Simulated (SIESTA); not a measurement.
# PbSe2 (I4/mcm) in SIESTA: reference runs, part 2 of 2

SIESTA 5.4.2. Earlier steps stand in the parts before.

### 3 Single point, PBEsol (atoms moved at random, drawn with an rms of 0.05 Å)

PbSe2.fdf reads:

```
SystemName                      PbSe2
SystemLabel                     PbSe2
NumberOfSpecies                 2
NumberOfAtoms                   6
%block ChemicalSpeciesLabel
  1  82 Pb
  2  34 Se
%endblock ChemicalSpeciesLabel

LatticeConstant                 1.0 Ang
%block LatticeVectors
    -3.2386329600     3.2386329600     3.9021962900
     3.2386329600    -3.2386329600     3.9021962900
     3.2386329600     3.2386329600    -3.9021962900
%endblock LatticeVectors
AtomicCoordinatesFormat         Fractional
%block AtomicCoordinatesAndAtomicSpecies
     0.7566320000     0.7519020000     0.0004470000  1  Pb
     0.2477630000     0.2499350000    -0.0020250000  1  Pb
     0.1263770000     0.3653910000     0.4926930000  2  Se
     0.8661660000     0.6257750000     0.4981590000  2  Se
     0.3599450000     0.8741220000     0.2352490000  2  Se
     0.6241290000     0.1241610000     0.7517090000  2  Se
%endblock AtomicCoordinatesAndAtomicSpecies

%block kgrid.MonkhorstPack
    6   0   0  0.0
    0   6   0  0.0
    0   0   6  0.0
%endblock kgrid.MonkhorstPack
XC.Functional                   GGA
XC.Authors                      PBEsol
PAO.BasisSize                   DZP
PAO.EnergyShift                 0.003 Ry
Mesh.Cutoff                     500 Ry
OccupationFunction              FD
ElectronicTemperature           0.05 eV
MaxSCFIterations                120
SCF.MustConverge                false
SCF.Mixer.Method                Pulay
SCF.Mixer.Weight                0.25
SCF.Mixer.History               8
SCF.DM.Tolerance                5.0e-05
SCF.H.Tolerance                 1.0e-03 eV
WriteForces                     true
Charge.Mulliken                 end
%block PAO.Basis
  Pb 4
  n=6 0 2
    6.155 0.000
  n=6 1 2
    8.826 0.000
  n=5 2 2
    4.164 0.000
  n=6 2 1
    8.826
  Se 4
  n=4 0 2
    5.129 0.000
  n=4 1 2
    6.708 0.000
  n=3 2 2
    2.662 0.000
  n=4 2 1
    6.708
%endblock PAO.Basis
```

Potentials or basis: PseudoDojo 0.4 standard (PBEsol files), DZP (energy shift 0.003 Ry; two zetas on semicore shells).

The run is started by

```console
siesta PbSe2.fdf > PbSe2.out 2>&1
```

PbSe2.out:

```text
Version         : 5.4.2

[... 6 lines left out ...]
 NOTE: Please see the manual for full details and compatibility measures.

reinit: Reading from file PbSe2.fdf

reinit: -----------------------------------------------------------------------
reinit: System Name: PbSe2
reinit: -----------------------------------------------------------------------
reinit: System Label: PbSe2
reinit: -----------------------------------------------------------------------

initatom: Reading input for the pseudopotentials and atomic orbitals ----------
Species number:   1 Atomic number:   82 Label: Pb
Species number:   2 Atomic number:   34 Label: Se

Ground state valence configuration (from tables):   6s02  6p02  6d00  5f00
Ground state valence configuration (from tables):   4s02  4p04  4d00  4f00

---- Processing specs for species: Pb
Reading pseudopotential information in PSML from:
  Pb.psml
PSML file version: 1.1
Using libxc ids:  116 133
GGA--PBEsol XC_GGA_X_PBE_SOL--XC_GGA_C_PBE_SOL ps
Semicore shell(s) with 10 electrons included in the valence for Pb

---- Processing specs for species: Se
Reading pseudopotential information in PSML from:
  Se.psml
PSML file version: 1.1
Using libxc ids:  116 133
GGA--PBEsol XC_GGA_X_PBE_SOL--XC_GGA_C_PBE_SOL ps
Semicore shell(s) with 10 electrons included in the valence for Se

---- Pseudopotential check for Pb

Pseudized shells:
6s( 2.00) rc: 2.40
6p( 2.00) rc: 2.40
5d(10.00) rc: 2.10
Valence configuration for ps generation: 5d:6s:6p: Total charge:  14.000000
Semicore shell(s): 5d

---- Pseudopotential check for Se

Pseudized shells:
[... 646 lines left out ...]
siesta:    -0.006072   -0.001272    0.000506
siesta:    -0.001272   -0.006607    0.000040
siesta:     0.000506    0.000040    0.009360

siesta: Cell volume =        163.716543 Ang**3

siesta: Pressure (static):
siesta:                Solid            Molecule  Units
siesta:           0.00001205          0.00000811  Ry/Bohr**3
siesta:           0.00110631          0.00074423  eV/Ang**3
siesta:           1.77249868          1.19239248  kBar

Basis Enthalpy Calculation:
    Basis Pressure for species 1(Pb) :      0.2000000 GPa
    Basis Pressure for species 2(Se) :      0.2000000 GPa

    Orbital volume contribution        =           5.830587 eV
    (Free)E + p_basis*V_orbitals       =      -16999.600348 eV
    (Free)Eharris+ p_basis*V_orbitals  =      -16999.600348 eV

mulliken: Atomic and Orbital Populations:

Species: Pb
Atom  Qatom  Qorb
               6s      6s      6py     6pz     6px     6py     6pz     6px
               5dxy    5dyz    5dz2    5dxz    5dx2-y2 5dxy    5dyz    5dz2
               5dxz    5dx2-y2 6dxy    6dyz    6dz2    6dxz    6dx2-y2
   1 13.805   1.896   0.015   0.413   0.421   0.413   0.074   0.063   0.073
              1.939   1.925   1.938   1.925   1.926   0.060   0.068   0.065

              0.068   0.070   0.086   0.105   0.058   0.105   0.099
   2 13.804   1.897   0.015   0.414   0.419   0.414   0.073   0.064   0.071
              1.939   1.924   1.938   1.924   1.926   0.061   0.068   0.065

              0.068   0.070   0.086   0.105   0.058   0.105   0.100

Species: Se
Atom  Qatom  Qorb
               4s      4s      4py     4pz     4px     4py     4pz     4px
               3dxy    3dyz    3dz2    3dxz    3dx2-y2 3dxy    3dyz    3dz2
               3dxz    3dx2-y2 4dxy    4dyz    4dz2    4dxz    4dx2-y2
   3 16.098   1.806   0.060   1.149   1.423   1.117   0.096   0.102   0.106
              2.006   2.000   2.000   2.000   2.005  -0.001   0.003   0.003

              0.003  -0.000   0.058   0.041   0.014   0.043   0.066
   4 16.100   1.808   0.059   1.141   1.421   1.113   0.105   0.103   0.111
              2.005   2.000   2.000   2.000   2.004  -0.001   0.003   0.003
[... 5 lines left out ...]
              0.003  -0.000   0.057   0.046   0.014   0.042   0.070
   6 16.091   1.807   0.059   1.090   1.420   1.150   0.120   0.105   0.103
              2.006   2.000   2.000   2.000   2.005  -0.001   0.003   0.003

              0.003  -0.000   0.056   0.043   0.013   0.041   0.066

mulliken: Qtot =       92.000

Mulliken Atomic Populations:
Atom #   charge [q] valence [e]  Species
     1     0.195176   13.804824  Pb
     2     0.195826   13.804174  Pb
     3    -0.098168   16.098168  Se
     4    -0.099845   16.099845  Se
     5    -0.102223   16.102223  Se
     6    -0.090767   16.090767  Se
 Total     0.000000

Job completed
```

Run time: 75 s. Hardware: 1 thread of Arm Neoverse V1, shared host; peak memory 0.36 GiB.

Results:

| Quantity | Value |
| --- | --- |
| Free energy | -17005.4309 eV |
| Pressure | 0.2 GPa |
| Largest force | 1.215 eV/Å |
| Band gap on the k mesh | none (metal or under the smearing width) |

Forces on the atoms (eV/Å):
```
Pb   0.023 -0.080 -0.151
Pb  -0.018 -0.038  0.062
Se  -0.668  0.624  0.017
Se   0.730 -0.665  0.037
Se  -0.903 -0.723  0.036
Se   0.837  0.881 -0.001
```

Levels at points of the mesh, in eV from the Fermi level:
```csv
k point,band 42,band 43,band 44,band 45,band 46,band 47,band 48,band 49,band 50,band 51
"(0.00, 0.00, 0.00)",-3.13,-3.09,-2.96,-2.92,-0.06,2.16,2.24,3.34,3.42,4.08
"(0.50, 0.00, 0.00)",-2.45,-2.14,-2.01,-0.82,-0.81,0.57,0.63,2.56,2.61,3.12
"(0.00, 0.50, 0.00)",-2.45,-2.10,-2.07,-0.87,-0.82,0.54,0.65,2.59,2.69,3.10
"(0.50, 0.50, 0.00)",-2.23,-2.20,-1.24,-1.20,-0.33,1.37,1.52,1.84,1.89,2.16
"(0.00, 0.00, 0.50)",-2.22,-2.14,-1.25,-1.19,-0.35,1.36,1.44,1.87,1.94,2.09
"(0.50, 0.00, 0.50)",-2.45,-2.11,-2.05,-0.83,-0.81,0.54,0.63,2.53,2.65,3.09
"(0.00, 0.50, 0.50)",-2.44,-2.10,-2.04,-0.83,-0.81,0.56,0.62,2.54,2.65,3.06
"(0.50, 0.50, 0.50)",-2.05,-1.26,-1.22,-0.02,0.07,1.33,1.38,1.42,2.39,2.45
```

Caveat: the basis of atomic orbitals isn't converged, which shifts pressures, moduli and gaps. Spin-orbit coupling is left out, which matters for the levels of Pb.
